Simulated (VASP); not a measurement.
# Gd (P6_3/mmc) in VASP: single point with PBE

Aim: the single point of Gd with PBE.

All numbers are computed with VASP 6.6.1; they aren't measurements. Logs are shortened: lines on timing, memory, paths and dates and some standing lists are left out, and cuts for length are marked.

## (1) The cell of the first run

The structure is hexagonal, space group P6_3/mmc (No. 194). The conventional cell has a = 3.647 Å, b = 3.647 Å, c = 5.831 Å, α = 90.00°, β = 90.00°, γ = 120.00°. Around Gd (site symmetry -6m2) lie 12 Gd at 3.60 to 3.65 Å.

## (2) Single point, PBE, collinear spin, typed start

The input, INCAR:

```
PREC = Accurate ; ENCUT = 520
EDIFF = 1E-7 ; ISMEAR = -1
SIGMA = 0.05 ; LREAL = False
LASPH = True ; NELM = 150
ALGO = Normal ; ISIF = 2
LWAVE = False ; LCHARG = False
ISPIN = 2 ; MAGMOM = 7 7
LORBIT = 11 ; LMAXMIX = 6
GGA = PE ; NBANDS = 29
```

The input, KPOINTS:

```
regular mesh
0
Gamma
  10 10 6
```

The input, POSCAR:

```
Gd
1.0
    3.6469632026      0.0000000000      0.0000000000
   -1.8234816013      3.1583627801      0.0000000000
    0.0000000000      0.0000000000      5.8314756757
Gd
2
Direct
    0.3333333333      0.6666666667      0.2500000000
    0.6666666667      0.3333333333      0.7500000000
```

Potentials or basis: VASP PAW PBE potentials, release 64 (Gd).

Launch:

```
$ cat potpaw_PBE.64/Gd/POTCAR > POTCAR
$ mpirun -np 1 vasp_std > vasp.out
```

OUTCAR:

```text
PREC = Accurate
   ENCUT = 520
   EDIFF = 1E-7
   ISMEAR = -1
   LREAL = False
   LASPH = True
   NELM = 150
   ISIF = 2
   ISPIN = 2
   LORBIT = 11
   GGA = PE

 ion  position               nearest neighbor table
   1  0.333  0.667  0.250-
   2  0.667  0.333  0.750-

  LATTYP: Found a hexagonal cell.
 ALAT       =     3.6469632026
 C/A-ratio  =     1.5989949313

  Lattice vectors:

 A1 = (   3.6469632026,   0.0000000000,   0.0000000000)
 A2 = (  -1.8234816013,   3.1583627801,   0.0000000000)
 A3 = (   0.0000000000,   0.0000000000,   5.8314756757)

Analysis of symmetry for initial positions (statically):
=====================================================================
 Subroutine PRICEL returns:
 Original cell was already a primitive cell.

 Routine SETGRP: Setting up the symmetry group for a
 hexagonal supercell.

 Subroutine GETGRP returns: Found 24 space group operations
 (whereof 12 operations were pure point group operations)
 out of a pool of 24 trial point group operations.

The static configuration has the point symmetry D_3d.
 The point group associated with its full space group is D_6h.

Analysis of symmetry for dynamics (positions and initial velocities):
=====================================================================
 Subroutine PRICEL returns:
 Original cell was already a primitive cell.

 Routine SETGRP: Setting up the symmetry group for a
 hexagonal supercell.

 Subroutine GETGRP returns: Found 24 space group operations
 (whereof 12 operations were pure point group operations)
 out of a pool of 24 trial point group operations.

The dynamic configuration has the point symmetry D_3d.
 The point group associated with its full space group is D_6h.

Analysis of structural, dynamic, and magnetic symmetry:
=====================================================================
 Subroutine PRICEL returns:
 Original cell was already a primitive cell.

 Routine SETGRP: Setting up the symmetry group for a
 hexagonal supercell.

 Subroutine GETGRP returns: Found 24 space group operations
 (whereof 12 operations were pure point group operations)
 out of a pool of 24 trial point group operations.

The overall configuration has the point symmetry D_3d.
 The point group associated with its full space group is D_6h.

 Subroutine INISYM returns: Found 24 space group operations
 (whereof 12 operations are pure point group operations),
 and found     1 'primitive' translations

----------------------------------------------------------------------------------------

                                     Primitive cell

  volume of cell :      67.1695

  direct lattice vectors                    reciprocal lattice vectors
     3.646963203  0.000000000  0.000000000     0.274200738  0.158309870  0.000000000
    -1.823481601  3.158362780  0.000000000     0.000000000  0.316619739  0.000000000
     0.000000000  0.000000000  5.831475676     0.000000000  0.000000000  0.171483181

  length of vectors
     3.646963203  3.646963203  5.831475676     0.316619739  0.316619739  0.171483181

  position of ions in fractional coordinates (direct lattice)
     0.333333333  0.666666667  0.250000000
     0.666666667  0.333333333  0.750000000

  ion indices of the primitive-cell ions
   primitive index   ion index
                 1           1
                 2           2

----------------------------------------------------------------------------------------

 KPOINTS: regular mesh

Automatic generation of k-mesh.
 Grid dimensions read from file:
 generate k-points for:   10   10    6

 Generating k-lattice:

  Cartesian coordinates                     Fractional coordinates (reciprocal lattice)
     0.027420074  0.015830987  0.000000000     0.100000000  0.000000000  0.000000000
     0.000000000  0.031661974  0.000000000     0.000000000  0.100000000  0.000000000
     0.000000000  0.000000000  0.028580530     0.000000000  0.000000000  0.166666667

  Length of vectors
     0.031661974  0.031661974  0.028580530

  Shift w.r.t. Gamma in fractional coordinates (k-lattice)
     0.000000000  0.000000000  0.000000000

 Subroutine IBZKPT returns following result:
 ===========================================

 Found     56 irreducible k-points:

 Following reciprocal coordinates:
            Coordinates               Weight
  0.000000  0.000000  0.000000      1.000000
  0.100000  0.000000  0.000000      6.000000
  0.200000  0.000000  0.000000      6.000000
  0.300000  0.000000  0.000000      6.000000
  0.400000  0.000000  0.000000      6.000000
  0.500000 -0.000000  0.000000      3.000000
[... 16 lines left out ...]
  0.300000  0.100000  0.166667     24.000000
  0.400000  0.100000  0.166667     24.000000
 [... further k-points ...]
   k-points           NKPTS =     56   k-points in BZ     NKDIM =     56   number of bands    NBANDS=     29
   number of dos      NEDOS =    301   number of ions     NIONS =      2
   total plane-waves  NPLWV =  37632
   dimension x,y,z NGX =    28 NGY =   28 NGZ =   48
   dimension x,y,z NGXF=    56 NGYF=   56 NGZF=   96
   ions per type =               2
   NGX,Y,Z   is equivalent  to a cutoff of  12.76, 12.76, 13.68 a.u.
   NGXF,Y,Z  is equivalent  to a cutoff of  25.53, 25.53, 27.37 a.u.
 SYSTEM =  unknown system
   PREC   = accura    normal or accurate (medium, high low for compatibility)
   ISTART =      0    job   : 0-new  1-cont  2-samecut
   ICHARG =      2    charge: 1-file 2-atom 10-const
   ISPIN  =      2    spin polarized calculation?
   LNONCOLLINEAR =      F non collinear calculations
   LSORBIT =      F    spin-orbit coupling
   LASPH  =      T    aspherical Exc in radial PAW
   ENCUT  =  520.0 eV  38.22 Ry    6.18 a.u.   6.78  6.78 10.84*2*pi/ulx,y,z
   NELM   =    150;   NELMIN=  2; NELMDL= -5     # of ELM steps
   EDIFF  = 0.1E-06   stopping-criterion for ELM
   LREAL  =      F    real-space projection
   EDIFFG = 0.1E-05   stopping-criterion for IOM
   NSW    =      0    number of steps for IOM
   IBRION =     -1    ionic relax: 0-MD 1-quasi-New 2-CG
   NFREE  =      0    steps in history (QN), initial steepest desc. (CG)
   ISIF   =      2    stress and relaxation
   ISYM   =      2    0-nonsym 1-usesym 2-fastsym
   POTIM  = 0.5000    time-step for ionic-motion
   TEBEG  =    0.0;   TEEND  =   0.0 temperature during run
   PSTRESS=    0.0 pullay stress
   NELECT =      36.0000    total number of electrons
   NUPDOWN=      -1.0000    fix difference up-down
   EMIN   =  10.00;   EMAX   =-10.00  energy-range for DOS
   EFERMI =   0.00;   METHOD = LEGACY
   ISMEAR =    -1;   SIGMA  =   0.05  broadening in eV -4-tet -1-fermi 0-gaus
   EFERMI_NEDOS =   21; number of points for ismear=-14 and -15
   IALGO  =     38    algorithm
   IMIX   =      4    mixing-type and parameters
     AMIX     =   0.40;   BMIX     =  1.00
     AMIX_MAG =   1.60;   BMIX_MAG =  1.00
  volume/ion in A,a.u.               =      33.58       226.64
  Fermi-wavevector in a.u.,A,eV,Ry     =   1.329796  2.512950 24.059965  1.768358
  Thomas-Fermi vector in A             =   2.458931
   LORBIT       =     11    0 simple, 1 ext, 2 COOP (PROOUT), +10 PAW based schemes
   GGA     = PE    functional components
   LHFCALC =     F    Hartree Fock is set to
   AEXX    =    0.0000 exact exchange contribution
   IVDW    =     0    specifies the selected vdW correction
   LEPSILON=     F    determine dielectric tensor
   LRPA    =     F    only Hartree local field effects (RPA)
 spin polarized calculation
  energy-cutoff  :      520.00
  volume of cell :       67.17
 maximum number of plane-waves:      1828
 NGX is ok and might be reduce to    28
   NGX = 13   NGY = 13   NGZ = 21

 number of electron      36.0000010 magnetization      15.3371556

 Free energy of the ion-electron system (eV)
  ---------------------------------------------------
  ext. energy  EPLUGINS =         0.00000000
  ---------------------------------------------------
  free energy    TOTEN  =       -23.42700370 eV

  energy without entropy =      -23.40073435  energy(sigma->0) =      -23.41386902

 E-fermi :   2.8895     XC(G=0):  -9.9050

 val. band max:        2.8852382966   @ k =   0.2000   0.0000   0.0000
 cond. band min:       2.9118125846   @ k =   0.2000   0.1000   0.1667
 fundamental gap:      0.0265742881
 Fermi energy:         2.8895142597

 spin component 1

 k-point     1 :       0.0000    0.0000    0.0000
  band No.  band energies     occupation
      1     -42.4459      1.00000
      2     -42.3825      1.00000
      3     -20.1641      1.00000
      4     -19.5808      1.00000
      5     -19.5808      1.00000
      6     -19.4821      1.00000
[... 21 lines left out ...]
     28       4.3294      0.00000
     29       4.8164      0.00000

 k-point     2 :       0.1000    0.0000    0.0000
  band No.  band energies     occupation
      1     -42.4411      1.00000
      2     -42.3805      1.00000
      3     -20.1433      1.00000
      4     -19.6270      1.00000
      5     -19.5958      1.00000
      6     -19.5304      1.00000
[... 21 lines left out ...]
     28       4.5572      0.00000
     29       4.7196      0.00000

 k-point     3 :       0.2000    0.0000    0.0000
  band No.  band energies     occupation
      1     -42.4285      1.00000
      2     -42.3757      1.00000
      3     -20.0849      1.00000
      4     -19.7477      1.00000
      5     -19.6525      1.00000
      6     -19.6335      1.00000
[... 638 lines left out ...]
      5     -19.8357      1.00000
      6     -19.7069      1.00000
[... 21 lines left out ...]
     28       4.2223      0.00000
     29       4.3046      0.00000

 k-point    24 :       0.4000    0.1000    0.1667
  band No.  band energies     occupation
      1     -42.3882      1.00000
      2     -42.3701      1.00000
      3     -20.0662      1.00000
      4     -19.9649      1.00000
      5     -19.8210      1.00000
      6     -19.7295      1.00000
[... 21 lines left out ...]
     28       4.0587      0.00000
     29       4.5970      0.00000

 [... further k-points ...]

 spin component 2

 k-point     1 :       0.0000    0.0000    0.0000
  band No.  band energies     occupation
      1     -39.1971      1.00000
      2     -39.1173      1.00000
      3     -17.9096      1.00000
      4     -17.1931      1.00000
      5     -17.1931      1.00000
      6     -17.0769      1.00000
[... 21 lines left out ...]
     28       5.5440      0.00000
     29       6.0398      0.00000

 k-point     2 :       0.1000    0.0000    0.0000
  band No.  band energies     occupation
      1     -39.1911      1.00000
      2     -39.1148      1.00000
      3     -17.8843      1.00000
      4     -17.2498      1.00000
      5     -17.2116      1.00000
      6     -17.1361      1.00000
[... 21 lines left out ...]
     28       5.7762      0.00000
     29       5.9671      0.00000

 k-point     3 :       0.2000    0.0000    0.0000
  band No.  band energies     occupation
      1     -39.1751      1.00000
      2     -39.1087      1.00000
      3     -17.8133      1.00000
      4     -17.3979      1.00000
      5     -17.2845      1.00000
      6     -17.2577      1.00000
[... 638 lines left out ...]
      5     -17.5066      1.00000
      6     -17.3472      1.00000
[... 21 lines left out ...]
     28       5.3912      0.00000
     29       5.4120      0.00000

 k-point    24 :       0.4000    0.1000    0.1667
  band No.  band energies     occupation
      1     -39.1243      1.00000
      2     -39.1015      1.00000
      3     -17.7854      1.00000
      4     -17.6591      1.00000
      5     -17.4921      1.00000
      6     -17.3745      1.00000
[... 21 lines left out ...]
     28       5.2774      0.00000
     29       5.6848      0.00000

 [... further k-points ...]

------------------------ aborting loop because EDIFF is reached ----------------------------------------

  FORCE on cell =-STRESS in cart. coord.  units (eV):
  Direction    XX          YY          ZZ          XY          YZ          ZX
  --------------------------------------------------------------------------------------
  -------------------------------------------------------------------------------------
  Total       -0.0052335     -0.0052335     -0.0045619      0.0000000      0.0000000     -0.0000000
  in kB       -0.1248335     -0.1248335     -0.1088150      0.0000000      0.0000000     -0.0000000
  external PRESSURE =      -0.1194940 kB  Pullay stress =       0.0000000 kB

 VOLUME and BASIS-vectors are now :
 -----------------------------------------------------------------------------
  energy-cutoff  :      520.00
  volume of cell :       67.17
      direct lattice vectors                 reciprocal lattice vectors
     3.646963203  0.000000000  0.000000000     0.274200738  0.158309870  0.000000000
    -1.823481601  3.158362780  0.000000000     0.000000000  0.316619739  0.000000000
     0.000000000  0.000000000  5.831475676     0.000000000  0.000000000  0.171483181

 POSITION                                       TOTAL-FORCE (eV/Angst)
 -----------------------------------------------------------------------------------
     -0.00000      2.10558      1.45787        -0.000000     -0.000000      0.000000
      1.82348      1.05279      4.37361         0.000000      0.000000      0.000000
 -----------------------------------------------------------------------------------
    total drift:                               -0.000000      0.000000     -0.000000

  FREE ENERGIE OF THE ION-ELECTRON SYSTEM (eV)
  ---------------------------------------------------
  free  energy   TOTEN  =       -23.4270036984 eV

  energy  without entropy=      -23.4007343498  energy(sigma->0) =      -23.41386902

 total charge

# of ion       s       p       d       f       tot
--------------------------------------------------
    1        2.073   5.568   0.566   6.979  15.186
    2        2.073   5.568   0.566   6.979  15.186
--------------------------------------------------
tot          4.146  11.136   1.131  13.958  30.371

 magnetization (x)

# of ion       s       p       d       f       tot
--------------------------------------------------
    1        0.004  -0.052   0.227   6.825   7.004
    2        0.004  -0.052   0.227   6.825   7.004
--------------------------------------------------
tot          0.007  -0.103   0.454  13.650  14.008
```

Wall time 9 min (1 thread of AMD EPYC 9R45 (Zen 5), shared host); peak memory 0.3 GiB.

Results:

- Free energy: -23.4270 eV
- Pressure: 0.0 GPa
- Band gap on the k mesh: none (metal or under the smearing width)
- Net moment: 15.34 μB per cell
- Site moments: Gd +7.00 μB
- Valence electrons inside the program's atomic spheres: Gd 15.19

Caveat: spin-orbit coupling is left out, which moves the levels of the heavy elements. The state reached can hang on the start; a lower one may exist.
